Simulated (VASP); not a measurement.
# WS2 (R3m) in VASP: further runs, part 2 of 2

VASP 6.6.1.

**3. Single point, PBE+D3(BJ) (strain +0.050 along x and y, +0.000 along z, atoms carried along)**

INCAR reads:

```
SYSTEM = WS2
PREC = Accurate
ENCUT = 520
EDIFF = 1E-7
ISMEAR = 0
SIGMA = 0.05
LREAL = .False.
LASPH = .True.
NELM = 100
ALGO = Fast
ISIF = 2
LWAVE = .False.
LCHARG = .False.
GGA = PE
IVDW = 12
NBANDS = 20
```

KPOINTS reads:

```
Automatic mesh
0
Gamma
  12 12 12
  0 0 0
```

POSCAR reads:

```
WS2
1.0
    1.6579504035      0.9572181118      6.1633300000
   -1.6579504035      0.9572181118      6.1633300000
    0.0000000000     -1.9144362235      6.1633300000
W S
1 2
Direct
    0.0000000000      0.0000000000      0.0000000000
    0.7503000000      0.7503000000      0.7503000000
    0.5810000000      0.5810000000      0.5810000000
```

Potentials or basis: VASP PAW PBE potentials, release 64 (W_sv, S).

The run is started by

```
cat potpaw_PBE.64/W_sv/POTCAR potpaw_PBE.64/S/POTCAR > POTCAR
mpirun -np 1 vasp_std > vasp.out
```

OUTCAR:

```text
SYSTEM = WS2
   PREC = Accurate
   ENCUT = 520
   EDIFF = 1E-7
   ISMEAR = 0
   LREAL = .False.
   LASPH = .True.
   NELM = 100
   ISIF = 2
   GGA = PE
   IVDW = 12
 IVDW          = 12

 ion  position               nearest neighbor table
   1  0.000  0.000  0.000-   2 2.46   2 2.46   2 2.46   3 2.48   3 2.48   3 2.48
   2  0.750  0.750  0.750-   1 2.46   1 2.46   1 2.46
   3  0.581  0.581  0.581-   1 2.48   1 2.48   1 2.48

  LATTYP: Found a trigonal (rhomboedric) cell.
 ALAT       =     6.4538130390
 COS(alpha) =     0.8680102200

  Lattice vectors:

 A1 = (   1.6579504035,   0.9572181118,   6.1633300000)
 A2 = (  -1.6579504035,   0.9572181118,   6.1633300000)
 A3 = (   0.0000000000,  -1.9144362235,   6.1633300000)

Analysis of symmetry for initial positions (statically):
=====================================================================
 Subroutine PRICEL returns:
 Original cell was already a primitive cell.

 Routine SETGRP: Setting up the symmetry group for a
 trigonal (rhombohedral) supercell.

 Subroutine GETGRP returns: Found  6 space group operations
[... 166 lines left out ...]

  energy without entropy =      -23.46815243  energy(sigma->0) =      -23.46815243

 E-fermi :   6.7887     XC(G=0): -10.4745

 val. band max:        6.4915511940   @ k =   0.5000   0.5000   0.5000
 cond. band min:       7.1199319301   @ k =  -0.1667   0.5000   0.1667
 fundamental gap:      0.6283807361
 Fermi energy:         6.7886918007

 k-point     1 :       0.0000    0.0000    0.0000
  band No.  band energies     occupation
      1     -68.5023      2.00000
      2     -32.6374      2.00000
      3     -32.5959      2.00000
      4     -32.5959      2.00000
      5      -8.6511      2.00000
      6      -6.8356      2.00000
[... 541 lines left out ...]
     19      14.1196      0.00000
     20      14.3561      0.00000

 [... further k-points ...]

------------------------ aborting loop because EDIFF is reached ----------------------------------------

 Edisp (eV)   -1.15693

 E8    (eV) :    -0.4858

  FORCE on cell =-STRESS in cart. coord.  units (eV):
  Direction    XX          YY          ZZ          XY          YZ          ZX
  --------------------------------------------------------------------------------------
  -------------------------------------------------------------------------------------
  Total      -5.34032    -5.34032    -2.82011     0.00000    -0.00000     0.00000
  in kB    -145.79033  -145.79033   -76.98867     0.00000    -0.00000     0.00000
  external pressure =     -122.86 kB  Pullay stress =        0.00 kB

 VOLUME and BASIS-vectors are now :
 -----------------------------------------------------------------------------
  energy-cutoff  :      520.00
  volume of cell :       58.69
      direct lattice vectors                 reciprocal lattice vectors
     1.657950403  0.957218112  6.163330000     0.301577176  0.174115664  0.054083318
    -1.657950403  0.957218112  6.163330000    -0.301577176  0.174115664  0.054083318
     0.000000000 -1.914436224  6.163330000     0.000000000 -0.348231327  0.054083318

 POSITION                                       TOTAL-FORCE (eV/Angst)
 -----------------------------------------------------------------------------------
      0.00000      0.00000      0.00000         0.000000     -0.000000     -0.481602
      0.00000      0.00000     13.87304         0.000000     -0.000000     -0.506083
      0.00000      0.00000     10.74268         0.000000      0.000000      0.987685
 -----------------------------------------------------------------------------------
    total drift:                                0.000000     -0.000000     -0.000042

  FREE ENERGIE OF THE ION-ELECTRON SYSTEM (eV)
  ---------------------------------------------------
  free  energy   TOTEN  =       -24.6250799707 eV

  energy  without entropy=      -24.6250799707  energy(sigma->0) =      -24.62507997
```

OSZICAR:

```text
N       E                     dE             d eps       ncg     rms          rms(c)
DAV:   1     0.195688977270E+03    0.19569E+03   -0.12855E+04  7560   0.127E+03
DAV:   2    -0.145847877293E+02   -0.21027E+03   -0.20359E+03  8832   0.335E+02
DAV:   3    -0.249237269960E+02   -0.10339E+02   -0.10219E+02  9496   0.697E+01
DAV:   4    -0.250815572526E+02   -0.15783E+00   -0.15769E+00  9240   0.932E+00
DAV:   5    -0.250843189189E+02   -0.27617E-02   -0.27615E-02  9472   0.129E+00    0.222E+01
RMM:   6    -0.236549791375E+02    0.14293E+01   -0.42348E+00  9193   0.119E+01    0.944E+00
RMM:   7    -0.234736497283E+02    0.18133E+00   -0.47226E-01  9367   0.384E+00    0.530E+00
RMM:   8    -0.234698920387E+02    0.37577E-02   -0.31495E-01  9738   0.301E+00    0.819E-01
RMM:   9    -0.234673714393E+02    0.25206E-02   -0.40453E-02  9621   0.136E+00    0.372E-01
RMM:  10    -0.234680198601E+02   -0.64842E-03   -0.86771E-03 10139   0.597E-01    0.132E-01
RMM:  11    -0.234682346986E+02   -0.21484E-03   -0.18479E-03  9804   0.270E-01    0.112E-01
RMM:  12    -0.234681471654E+02    0.87533E-04   -0.42449E-04  9026   0.156E-01    0.208E-02
RMM:  13    -0.234681509151E+02   -0.37497E-05   -0.73401E-05 10426   0.688E-02    0.164E-02
RMM:  14    -0.234681520185E+02   -0.11033E-05   -0.12965E-05 10932   0.295E-02    0.655E-03
RMM:  15    -0.234681523551E+02   -0.33663E-06   -0.31058E-06  9741   0.118E-02    0.409E-03
RMM:  16    -0.234681524349E+02   -0.79820E-07   -0.54738E-07  8303   0.470E-03
   1 F= -.24625080E+02 E0= -.24625080E+02  d E =-.760306E-20
```

Wall time 8.9 min (1 thread of AMD EPYC 9R45 (Zen 5), shared host); peak memory 0.43 GiB.

What came out:

```
Free energy                : -24.6251 eV
Pressure                   : -12.3 GPa
Largest force              : 0.988 eV/Å
Band gap on the k mesh     : 0.63 eV, indirect (least direct gap 1.42 eV)
Dispersion energy per atom : -0.386 eV
```

Forces in eV/Å, atoms in the order of the input:
```
W    0.000  0.000 -0.482
S    0.000  0.000 -0.506
S    0.000  0.000  0.988
```

Caveat: spin-orbit coupling is left out, which moves the levels of the heavy elements. A k mesh can miss the band edges.

**4. Single point, PBE+D3(BJ) (strain +0.000 along x and y, +0.050 along z, atoms carried along)**

INCAR reads:

```
PREC = Accurate
ENCUT = 520
EDIFF = 1E-7
ISMEAR = 0
SIGMA = 0.05
LREAL = False
LASPH = True
NELM = 100
ALGO = Fast
ISIF = 2
LWAVE = False
LCHARG = False
GGA = PE
IVDW = 12
NBANDS = 20
```

KPOINTS reads:

```
regular mesh
0
Gamma
  12 12 12
```

POSCAR reads:

```
WS2
1.0
    1.5790003843      0.9116362969      6.4714965000
   -1.5790003843      0.9116362969      6.4714965000
    0.0000000000     -1.8232725938      6.4714965000
W S
1 2
Direct
    0.0000000000      0.0000000000      0.0000000000
    0.7503000000      0.7503000000      0.7503000000
    0.5810000000      0.5810000000      0.5810000000
```

The run is started by

```
cat potpaw_PBE.64/W_sv/POTCAR potpaw_PBE.64/S/POTCAR > POTCAR
mpirun -np 1 vasp_std > vasp.out
```

Wall time 17 min (1 thread of AMD EPYC 9R45 (Zen 5), shared host); peak memory 0.45 GiB.

It converged, with:

```yaml
Free_energy: -24.7823 eV
Pressure: -7.2 GPa
Largest_force: 1.449 eV/Å
Band_gap_on_the_k_mesh: 1.20 eV, indirect (least direct gap 2.09 eV)
Dispersion_energy_per_atom: -0.405 eV
```

Forces on the atoms (eV/Å):
```
W    0.000  0.000 -0.537
S    0.000  0.000 -0.912
S    0.000  0.000  1.449
```

Stress tensor (GPa, compression positive):
```
 -4.26   0.00   0.00
  0.00  -4.26   0.00
  0.00   0.00 -13.08
```

Levels at points of the mesh, in eV from the valence-band top:
| k point | band 9 | band 10 | band 11 | band 12 | band 13 | band 14 | band 15 | band 16 | band 17 | band 18 |
| --- | --- | --- | --- | --- | --- | --- | --- | --- | --- | --- |
| (0.00, 0.00, 0.00) | -2.66 | -1.58 | -1.51 | -1.51 | -1.03 | 2.57 | 2.57 | 2.73 | 2.73 | 5.09 |
| (0.50, 0.00, 0.00) | -4.70 | -3.36 | -2.39 | -1.31 | -1.19 | 2.80 | 2.87 | 3.88 | 4.01 | 4.81 |
| (0.50, 0.50, 0.00) | -4.44 | -3.30 | -2.86 | -1.34 | -1.14 | 2.77 | 3.01 | 3.54 | 4.36 | 5.28 |
| (0.50, 0.50, 0.50) | -2.68 | -2.68 | -1.49 | -1.49 | 0.00 | 2.56 | 2.56 | 2.71 | 2.71 | 5.46 |

Caveat: spin-orbit coupling is left out, which moves the levels of the heavy elements; forces of over 1 eV/Å show positions far from the minimum, so gaps and moduli don't describe the material at rest. A k mesh can miss the band edges.

**5. Single point, PBE+D3(BJ) (strain -0.050 along x and y, -0.050 along z, atoms carried along)**

INCAR reads:

```
PREC = Accurate ; ENCUT = 520
EDIFF = 1E-6 ; ISMEAR = 0
SIGMA = 0.05 ; LREAL = F
LASPH = T ; NELM = 100
ALGO = Fast ; ISIF = 2
LWAVE = F ; LCHARG = F
GGA = PE ; IVDW = 12
NBANDS = 20
```

KPOINTS reads:

```
Automatic mesh
0
Gamma
  12 12 12
```

POSCAR reads:

```
WS2
1.0
    1.5000503651      0.8660544821      5.8551635000
   -1.5000503651      0.8660544821      5.8551635000
    0.0000000000     -1.7321089641      5.8551635000
W S
1 2
Direct
    0.0000000000      0.0000000000      0.0000000000
    0.7503000000      0.7503000000      0.7503000000
    0.5810000000      0.5810000000      0.5810000000
```

The run is started by

```
cat potpaw_PBE.64/W_sv/POTCAR potpaw_PBE.64/S/POTCAR > POTCAR
mpirun -np 1 vasp_std > vasp.out
```

It took 7.9 min on 1 thread of AMD EPYC 9R45 (Zen 5), shared host; peak memory 0.4 GiB.

It converged, with:

```
Free energy                : -24.1153 eV
Pressure                   : 36.5 GPa
Largest force              : 4.064 eV/Å
Band gap on the k mesh     : 0.85 eV, indirect (least direct gap 2.30 eV)
Dispersion energy per atom : -0.501 eV
```

Forces on the atoms (eV/Å):
```
W    0.000  0.000 -0.857
S    0.000  0.000  4.064
S    0.000  0.000 -3.207
```

Stress tensor (GPa, compression positive):
```
35.45  0.00  0.00
 0.00 35.45  0.00
 0.00  0.00 38.57
```

Levels at points of the mesh, in eV from the valence-band top:
| k point | band 10 | band 11 | band 12 | band 13 | band 14 | band 15 | band 16 | band 17 |
| --- | --- | --- | --- | --- | --- | --- | --- | --- |
| (0.00, 0.00, 0.00) | -2.79 | -2.79 | -1.96 | -1.66 | 2.34 | 2.34 | 2.99 | 2.99 |
| (0.50, 0.00, 0.00) | -5.02 | -2.96 | -2.21 | -2.03 | 2.68 | 2.83 | 3.80 | 4.37 |
| (0.50, 0.50, 0.00) | -4.92 | -3.79 | -2.29 | -1.92 | 2.61 | 2.95 | 3.48 | 5.13 |
| (0.50, 0.50, 0.50) | -4.38 | -2.75 | -2.75 | 0.00 | 2.49 | 2.49 | 2.75 | 2.75 |

Caveat: so large a pressure means that the cell lies far from this level's equilibrium, or that cutoff or potentials fall short; spin-orbit coupling is left out, which moves the levels of the heavy elements; forces of over 1 eV/Å show positions far from the minimum, so gaps and moduli don't describe the material at rest. A k mesh can miss the band edges.

**6. Overview**

| cell | further INCAR settings | gap on the mesh (eV) | pressure (GPa) | largest force (eV/Å) |
| --- | --- | --- | --- | --- |
| strain +0.000 along x and y, -0.050 along z, atoms carried along | ALGO = Fast; EDIFF = 1e-07; NBANDS = 20 | 0.47 | 10.7 | 2.24 |
| strain +0.050 along x and y, +0.000 along z, atoms carried along | ALGO = Fast; EDIFF = 1e-07; NBANDS = 20 | 0.63 | -12.3 | 0.99 |
| strain +0.000 along x and y, +0.050 along z, atoms carried along | ALGO = Fast; EDIFF = 1e-07; NBANDS = 20 | 1.20 | -7.2 | 1.45 |
| strain -0.050 along x and y, -0.050 along z, atoms carried along | ALGO = Fast; EDIFF = 1e-06; NBANDS = 20 | 0.85 | 36.5 | 4.06 |

Alike in all rows: task single point; level PBE+D3(BJ); potentials or basis VASP PAW PBE potentials, release 64 (W_sv, S); no spin polarisation; k mesh 12 × 12 × 12; cutoff (eV) 520; smearing gaussian 0.05 eV.

Caveats: spin-orbit coupling is left out, which moves the levels of the heavy elements; forces of over 1 eV/Å show positions far from the minimum, so gaps and moduli don't describe the material at rest (some runs); so large a pressure means that the cell lies far from this level's equilibrium, or that cutoff or potentials fall short (some runs).

Total energies depend on the potentials used, so only differences within one code and one set of settings carry meaning.
